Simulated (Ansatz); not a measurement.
Input of an Ansatz 0.2.0 run:

input.yaml

```yaml
crystal:
  lattice:
    - [6.3702727145, 0.0, 0.0]
    - [-3.1851363572, 5.5168179998, 0.0]
    - [0.0, 0.0, 3.2898942108]
  atoms:
    - { symbol: La, position: [0.663162, 0.318791, 0.508562] }
    - { symbol: La, position: [0.335623, 0.674147, 0.496811] }
    - { symbol: O, position: [0.498492, -0.005026, 0.011816] }
    - { symbol: O, position: [-0.003683, 0.504774, -0.005361] }
    - { symbol: O, position: [0.496282, 0.499689, -0.003543] }
hamiltonian:
  xc: pbe
  pseudopotentials: { kind: paw }
kpoints:
  mp_grid: { grid: [5, 5, 8] }
scf:
  occupations: { method: fermi_dirac, width: 0.05 }
output:
  forces: true
  stress: true
  eigenvalues: true
```

Potentials or basis: Ansatz PAW.

The run is started by

```bash
$ ansatz run input.yaml --threads 2 --pin off --max-ram 5120MiB --backend cpu --events-out ev --progress --plain --runs-dir out
```

What does it give for the pressure?

0.1 GPa.

Predict the band gap on the k mesh.

1.62 eV, indirect (least direct gap 2.03 eV).

Forces on the atoms (eV/Å):
```
La  -0.386  1.333 -0.013
La   0.183 -1.186  0.065
O    0.045  0.225 -0.135
O    0.053 -0.214  0.058
O    0.105 -0.157  0.025
```

Caveat: odd divisions of the mesh miss points on the zone boundary, where band edges often lie, so the gap on the mesh can be too wide; the pressure holds a Pulay correction of +0.3 GPa for the finite cutoff; spin-orbit coupling is left out, which moves the levels of the heavy elements. A k mesh can miss the band edges.
